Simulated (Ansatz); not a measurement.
**Equation of state of BP**

```
CELL_PARAMETERS angstrom
0.00000 2.26900 2.26900
2.26900 0.00000 2.26900
2.26900 2.26900 0.00000
ATOMIC_POSITIONS crystal
B 0.00000 0.00000 0.00000
P 0.75000 0.75000 0.75000
```

The cell is COD entry 9008835, as deposited and not checked against the literature; nothing was relaxed.

All numbers are computed: DFT, PBE, all-electron LAPW, scalar-relativistic (Ansatz 0.2.0); DFT, PBE, PAW with Ansatz's default frozen-core files, scalar-relativistic (Ansatz 0.2.0).

For LAPW: a Γ-centred 15×15×15 k mesh, Fermi–Dirac smearing of 0.05 eV, basis error target 1 meV/atom, no spin polarisation. PAW takes a cutoff of 420 eV at this cell. The Ansatz runs share mesh, smearing and spin set-up. Plane-wave (PAW) pressures include the program's estimate of the Pulay term.

The cell above is scaled evenly, with fractional coordinates and shape held.

```json
{"V/V(cell)": "0.9400", "V (Å³/atom)": "10.981", "P, LAPW (GPa)": "12.63", "P, PAW (GPa)": "12.68", "gap on the k mesh, LAPW (eV)": "1.16", "free energy over the lowest listed, PAW (meV/atom)": "29.2"}
{"V/V(cell)": "0.9600", "V (Å³/atom)": "11.214", "P, LAPW (GPa)": "8.41", "P, PAW (GPa)": "8.46", "gap on the k mesh, LAPW (eV)": "1.19", "free energy over the lowest listed, PAW (meV/atom)": "13.9"}
{"V/V(cell)": "0.9800", "V (Å³/atom)": "11.448", "P, LAPW (GPa)": "4.57", "P, PAW (GPa)": "4.62", "gap on the k mesh, LAPW (eV)": "1.22", "free energy over the lowest listed, PAW (meV/atom)": "4.4"}
{"V/V(cell)": "0.9900", "V (Å³/atom)": "11.565", "P, LAPW (GPa)": "?", "P, PAW (GPa)": "?", "gap on the k mesh, LAPW (eV)": "?", "free energy over the lowest listed, PAW (meV/atom)": "?"}
{"V/V(cell)": "1.0000", "V (Å³/atom)": "11.682", "P, LAPW (GPa)": "1.09", "P, PAW (GPa)": "1.13", "gap on the k mesh, LAPW (eV)": "1.25", "free energy over the lowest listed, PAW (meV/atom)": "0.2"}
{"V/V(cell)": "1.0100", "V (Å³/atom)": "11.798", "P, LAPW (GPa)": "-0.53", "P, PAW (GPa)": "-0.49", "gap on the k mesh, LAPW (eV)": "1.26", "free energy over the lowest listed, PAW (meV/atom)": "0.0"}
{"V/V(cell)": "1.0200", "V (Å³/atom)": "11.915", "P, LAPW (GPa)": "-2.08", "P, PAW (GPa)": "-2.04", "gap on the k mesh, LAPW (eV)": "1.27", "free energy over the lowest listed, PAW (meV/atom)": "0.9"}
{"V/V(cell)": "1.0400", "V (Å³/atom)": "12.149", "P, LAPW (GPa)": "-4.96", "P, PAW (GPa)": "-4.92", "gap on the k mesh, LAPW (eV)": "1.30", "free energy over the lowest listed, PAW (meV/atom)": "6.0"}
{"V/V(cell)": "1.0600", "V (Å³/atom)": "12.383", "P, LAPW (GPa)": "-7.57", "P, PAW (GPa)": "-7.54", "gap on the k mesh, LAPW (eV)": "1.32", "free energy over the lowest listed, PAW (meV/atom)": "15.2"}
```

Question: Fill in the row V/V(cell) = 0.9900.

Answer: P, LAPW (GPa) = 2.79, P, PAW (GPa) = 2.83, gap on the k mesh, LAPW (eV) = 1.23, free energy over the lowest listed, PAW (meV/atom) = 1.7.

Question: What do Birch–Murnaghan fits to the pressures give?

Answer: LAPW: V0 = 11.76 Å³/atom, B0 = 162 GPa, B0′ = 3.8; PAW: V0 = 11.76 Å³/atom, B0 = 162 GPa, B0′ = 3.8.

PAW's V0 lies 0.02 % from the all-electron value and its B0 0.0 %. Symmetry fixes shape and coordinates here, so this is the relaxed modulus.
